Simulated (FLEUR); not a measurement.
# Anisotropy of free Co(001) film, 6 layers with FLEUR, part 2 of 2

One state of free Co(001) film, 6 layers is converged without symmetry. Force theorems then give its anisotropy.

FLEUR MaX-R8.1; PBE; all-electron FLAPW film, Dirac cores, scalar-relativistic bands.

So far. Step 2 (The magnetic state): After 61 cycles the largest moment stands at 1.92 μB.

## Step 5: Spin–orbit coupling, moments along z

Level of this step: PBE; all-electron FLAPW film, Dirac cores, scalar-relativistic bands with spin-orbit coupling (FLEUR).

Spin–orbit coupling ties the spins to the lattice and lets orbital moments form.

A new self-consistent run of the start ferro ++++++, with the moments along z. The k list default-1 (kpts.xml, not shown) is a Γ-centred 30×30×1 mesh.

Contents of inp.xml:

```
<?xml version="1.0" encoding="UTF-8" standalone="no"?>
<fleurInput fleurInputVersion="0.39">
   <comment>
      Co
   </comment>
   <calculationSetup>
      <cutoffs Kmax="3.64" Gmax="10.9" GmaxXC="10.9" numbands="222"/>
      <scfLoop itmax="150" minDistance="0.00002" maxIterBroyd="15" imix="Anderson" alpha="0.03" precondParam="0.0" spinf="2.0" sdNocoIR="T"/>
      <coreElectrons ctail="T" frcor="F" kcrel="0" coretail_lmax="0"/>
      <xcFunctional name="pbe" relativisticCorrections="F"/>
      <magnetism jspins="2"/>
      <soc l_soc="T" theta="0.0" phi="0.0" spav="F"/>
      <expertModes spex="0" secvar="F"/>
      <geometryOptimization l_f="F" forcealpha="1.0" forcemix="BFGS" epsdisp="0.00001" epsforce="0.00001"/>
      <ldaU l_linMix="F" mixParam="0.05" spinf="1.0"/>
   </calculationSetup>
   <cell>
      <bzIntegration valenceElectrons="102.0" mode="hist" fermiSmearingEnergy="0.00183747">
         <kPointListSelection listName="default-1"/>
         <xi:include xmlns:xi="http://www.w3.org/2001/XInclude" href="kpts.xml"> </xi:include>
      </bzIntegration>
      <xi:include xmlns:xi="http://www.w3.org/2001/XInclude" href="sym.xml"> </xi:include>
      <filmLattice scale="1.0" dVac="22.05" dTilda="24.55">
         <bravaisMatrixFilm>
            <row-1>    4.7369764765348199     0.0000000000000000</row-1>
            <row-2>    0.0000000000000000     4.7369764765348199</row-2>
         </bravaisMatrixFilm>
         <vacuumEnergyParameters vacuum="1" spinUp="-.25" spinDown="-.25"/>
      </filmLattice>
   </cell>
   <atomSpecies>
      <species name="Cobalt (Co2.000" element="Co" atomicNumber="27">
         <mtSphere radius="2.25" gridPoints="745" logIncrement="0.016"/>
         <atomicCutoffs lmax="8" lnonsphr="6"/>
         <electronConfig flipSpins="F">
            <coreConfig>(1s1/2) (2s1/2) (2p1/2) (2p3/2)</coreConfig>
            <valenceConfig>(3s1/2) (3p1/2) (3p3/2) (4s1/2) (3d3/2) (3d5/2)</valenceConfig>
            <stateOccupation state="(3d3/2)" spinUp="1.5" spinDown="1.3"/>
            <stateOccupation state="(3d5/2)" spinUp="3.0" spinDown="1.2"/>
         </electronConfig>
         <energyParameters s="4" p="4" d="3" f="4"/>
         <lo type="SCLO" l="0" n="3" eDeriv="0"/>
         <lo type="SCLO" l="1" n="3" eDeriv="0"/>
      </species>
   </atomSpecies>
   <atomGroups>
      <atomGroup species="Cobalt (Co2.000">
         <filmPos label="                   1">-1.000/4.000 -1.000/4.000 -8.3738592360</filmPos>
         <filmPos label="                   6">1.000/4.000 1.000/4.000 8.3738592360</filmPos>
         <force calculate="T" relaxXYZ="TTT"/>
      </atomGroup>
      <atomGroup species="Cobalt (Co2.000">
         <filmPos label="                   2">1.000/4.000 1.000/4.000 -5.0243069008</filmPos>
         <filmPos label="                   5">-1.000/4.000 -1.000/4.000 5.0243069008</filmPos>
         <force calculate="T" relaxXYZ="TTT"/>
      </atomGroup>
      <atomGroup species="Cobalt (Co2.000">
         <filmPos label="                   3">-1.000/4.000 -1.000/4.000 -1.6747545657</filmPos>
         <filmPos label="                   4">1.000/4.000 1.000/4.000 1.6747545657</filmPos>
         <force calculate="T" relaxXYZ="TTT"/>
      </atomGroup>
   </atomGroups>
   <output dos="F" band="F" slice="F">
      <bandDOS minEnergy="-.5*Htr" maxEnergy="0.5*Htr" sigma="0.015" storeEVData="T"/>
      <plotting iplot="0" polar="F">
         <plot TwoD="T" vec1="  1.0  0.0  0.0" vec2="  0.0  1.0  0.0" vec3="  0.0  0.0  1.0" zero="  0.0  0.0 -0.5" file="plot"/>
      </plotting>
      <moessbauerParams electricFieldGradient="F" isomerShift="F" coreHyperfine="F" valenceHyperfine="F"/>
   </output>
</fleurInput>
```

Contents of crystal.txt:

```
Co
&input film=T cartesian=F /
2.50670000000  0.00000000000  0.00000000000
0.00000000000  2.50670000000  0.00000000000
0.00000000000  0.00000000000  1.00000000000
1.8897261246
1.0 1.0 1.0

6
27 0.00000000000  0.00000000000  -8.37385923600 : 2.000
27 0.50000000000  0.50000000000  -5.02430690083 : 2.000
27 0.00000000000  0.00000000000  -1.67475456565 : 2.000
27 0.50000000000  0.50000000000  1.67475456565 : 2.000
27 0.00000000000  0.00000000000  5.02430690083 : 2.000
27 0.50000000000  0.50000000000  8.37385923600 : 2.000

&soc 0.0000000 0.0000000 /
&kpt div1=30 div2=30 div3=1 gamma=T /
```

The run is started by

```sh
OMP_NUM_THREADS=1 inpgen -f crystal.txt > inpgen.log  # inp.xml is then edited as shown
OMP_NUM_THREADS=1 mpirun -n 4 fleur_MPI > fleur.log
```

The program printed:

```text
[banner, memory and clock lines left out]
Welcome to FLEUR        (www.flapw.de)
      MaX-Release 8.1          (www.max-centre.eu)

 ========== k-point set info ==========
 Selected k-point list: default-1
 k-point list type: mesh
 0 x 0 x 0
 Number of k points: 228

 [... set-up left out ...]
 Iteration:     1   Distance:      43.65910651 me/bohr^3
 Iteration:     2   Distance:      71.01658176 me/bohr^3
 Iteration:     3   Distance:      20.20883001 me/bohr^3
 Iteration:     4   Distance:      19.50519656 me/bohr^3
 Iteration:     5   Distance:      15.87067225 me/bohr^3
 Iteration:     6   Distance:       7.15765301 me/bohr^3
 Iteration:     7   Distance:       6.06678172 me/bohr^3
 Iteration:     8   Distance:       5.00266987 me/bohr^3
 Iteration:     9   Distance:       5.71011314 me/bohr^3
 Iteration:    10   Distance:       2.81853229 me/bohr^3
[... 22 iterations left out ...]
 Iteration:    33   Distance:       0.00372441 me/bohr^3
 Iteration:    34   Distance:       0.00211297 me/bohr^3
 Iteration:    35   Distance:       0.00078440 me/bohr^3
 Iteration:    36   Distance:       0.00069779 me/bohr^3
 Iteration:    37   Distance:       0.00039585 me/bohr^3
 Iteration:    38   Distance:       0.00021541 me/bohr^3
 Iteration:    39   Distance:       0.00007459 me/bohr^3
 Iteration:    40   Distance:       0.00005563 me/bohr^3
 Iteration:    41   Distance:       0.00002953 me/bohr^3
 Iteration:    42   Distance:       0.00000957 me/bohr^3

 ********************************************************************
 Run finished successfully
 Stop message:
   all done
 ********************************************************************

--- out.xml (last complete iteration) ---
<iteration numberForCurrentRun="   42" overallNumber="   42">
         [... left out ...]
         <bandgap value="0.0000000000" units="eV"/>
         <sumValenceSingleParticleEnergies value="-141.2282211233" units="Htr"/>
         <FermiEnergy value="-0.1688664187" units="Htr"/>
         [... left out ...]
         <magneticMomentsInMTSpheres units="muBohr">
            <globalMagMoment atomType="1" vec="0.00000   0.00000   1.90957"/>
            <globalMagMoment atomType="2" vec="0.00000   0.00000   1.72506"/>
            <globalMagMoment atomType="3" vec="0.00000   0.00000   1.72222"/>
         </magneticMomentsInMTSpheres>
         <orbitalMomentsInMTSpheres units="muBohr">
            <globalMagMoment atomType="1" vec="0.00000   0.00000   0.09623"/>
            <globalMagMoment atomType="2" vec="0.00000   0.00000   0.07325"/>
            <globalMagMoment atomType="3" vec="0.00000   0.00000   0.07501"/>
         </orbitalMomentsInMTSpheres>
         [... left out ...]
         <totalEnergy value="    -8360.7803799309" units="Htr">
            <sumOfEigenvalues value="    -4897.9850517436">
               <coreElectrons value="-4756.7568306203"/>
               <valenceElectrons value="-141.2282211233"/>
            </sumOfEigenvalues>
         [... left out ...]
            <freeEnergy value="-8360.7826287669"/>
            <extrapolationTo0K value="-8360.7815043489"/>
         </totalEnergy>
         <densityConvergence units="me/bohr^3">
            <chargeDensity spin="1" distance="0.0000033932"/>
            <chargeDensity spin="2" distance="0.0000087891"/>
            <overallChargeDensity distance="0.0000095711"/>
            <spinDensity distance="0.0000092692"/>
         </densityConvergence>
      </iteration>
```

Wall time 49 min (4 MPI ranks of Arm Neoverse V2, shared host); peak memory 2 GiB; 3.3 h of CPU time.

Spin moment in the muffin-tin sphere by atom:

```tsv
atom	spin moment in the muffin-tin sphere (μB)
Co1	1.91
Co2	1.73
Co3	1.72
Co4	1.72
Co5	1.73
Co6	1.91
```

This step gave:

```
free energy                                                       : -227508.4854 eV
program's band gap on this mesh (in a metal only a level spacing) : 0 eV
magnetization                                                     : 10.38 μB
final state                                                       : ferromagnetic
orbital moment along the spin                                     : 0.09623 μB
```

Orbital moment in the sphere, along the spin axis by atom:

```tsv
atom	orbital moment in the sphere, along the spin axis (μB)
Co1	0.0962
Co2	0.0732
Co3	0.0750
Co4	0.0750
Co5	0.0732
Co6	0.0962
```

## Step 6: What came out

```
reference state                                                             : ferromagnetic
largest sphere moment                                                       : 1.92 μB
easy direction of those tried                                               : the plane normal to z
energy along x less z, force theorem                                        : -0.742 meV a primitive cell
orbital moment on the atom of largest spin, along its spin (spin–orbit run) : 0.0962 μB
```

In words: By the force theorem the moments prefer the plane normal to z, with no direction in it resolved; shape anisotropy is not in it, and in a film it favours the plane. The difference for the second direction goes from -0.75 meV (mesh 20×20×1, 198 states, 11 min of CPU time) to -0.74 meV (mesh 30×30×1, 198 states, 24 min). The orbital moment is parallel to the spin, as Hund's third rule has it for a shell over half filled. The state was typed, and no other order was converged beside it, so it need not be the ground state.

[Logs and program files are shortened in this print: banners, set-up blocks, solver, clock and traceback lines can be left out without a mark of their own.]

[Logs are printed without paths, hosts, clocks, repeated set-up lines and the standing remarks that a program may print on its own settings, such as how far it seeks lower states.]

[Hosts, paths, dates, database ids (printed as entryN), source tags and the programs' standing remarks are cut or masked in the printed files.]

[Where a cell is said to come from a database of computed structures, the database is the Materials Project.]
